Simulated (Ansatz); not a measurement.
Reactions of `O=C(Cl)c1ccccc1`.

Gas-phase electronic energies from Ansatz, PBE0-D4/def2-TZVP geometries. CCSD(T)/CBS adds triple-zeta CCSD(T) − MP2 to the extrapolated MP2 energy (def2 sets, frozen cores). This one scheme is used for every species, atoms too. For atomizations the MP2-based limit and the directly extrapolated one differ by several kJ/mol either way, and by 10 to 25 for some Ge, Se and Sn compounds, so smaller differences from it don't rank the levels. DFT in def2-TZVPP. Open shells (•) are unrestricted, without spin–orbit coupling. Spin–orbit coupling would lower the free atoms: a little for C, Cl, O. One conformer a species, not always the lowest.

```json
{"reaction": "`O=C(Cl)c1ccccc1` + `COc1ccccc1` → `COc1ccc(C(=O)Cl)cc1` + `c1ccccc1`", "CCSD(T)/CBS(def2) (eV)": "-0.07"}
{"reaction": "`O=C(Cl)c1ccccc1` + H–F → `O=C(F)c1ccccc1` + HCl", "CCSD(T)/CBS(def2) (eV)": "-0.14"}
{"reaction": "`O=C(Cl)c1ccccc1` + `C=C` → `C=CC(=O)Cl` + `c1ccccc1`", "CCSD(T)/CBS(def2) (eV)": "?"}
{"reaction": "`O=C(Cl)c1ccccc1` → 7 C• + Cl• + 5 H• + O•", "CCSD(T)/CBS(def2) (eV)": "70.02"}
{"reaction": "`O=C(Cl)c1ccccc1` + H₂ → `O=Cc1ccccc1` + HCl", "CCSD(T)/CBS(def2) (eV)": "-0.39"}
```

(1) Fill in the missing values. (Best estimate.)

Largest T1 diagnostic: 0.015, for `C=CC(=O)Cl`.

## Answers

(1) Ansatz gave: `O=C(Cl)c1ccccc1` + `C=C` → `C=CC(=O)Cl` + `c1ccccc1`: +0.03 eV.
